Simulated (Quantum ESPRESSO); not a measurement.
# MgS (Niningerite) in Quantum ESPRESSO: the effect of exact exchange

MgS (Niningerite):

```
S Mg
1.0
     0.00000    2.60165    2.60165
     2.60165    0.00000    2.60165
     2.60165    2.60165    0.00000
S Mg
1 1
Direct
  0.50000 0.50000 0.50000
  0.00000 0.00000 0.00000
```

Alike in all runs:

| Item | Value |
| --- | --- |
| Program | Quantum ESPRESSO 7.5 |
| Task | single point |
| Functional | r2SCAN-X |
| Potentials or basis | SG15 PBE 1.2 |
| Cutoff | 952 eV |
| Density cutoff | 3810 eV |
| k mesh | 4 × 4 × 4 |
| Occupations | fixed |
| Spin | no spin polarisation |

| exact exchange | gap on the mesh (eV) |
| --- | --- |
| 0.05 | 3.80 |
| 0.1 | 4.09 |
| 0.15 | ? |
| 0.25 | 4.99 |
| 0.35 | 5.59 |

Question: What does the run with exact exchange 0.15 give?

Answer: gap on the mesh 4.39 eV.

Worked out: A straight line through the other rows of the gap on the mesh, of slope 5.98 eV per unit of exact exchange, gives 4.39 eV, against the run's 4.39.

Caveats: all runs use coarse meshes.

A k mesh can miss the band edges.

Runs at the PBE level aren't shown here.
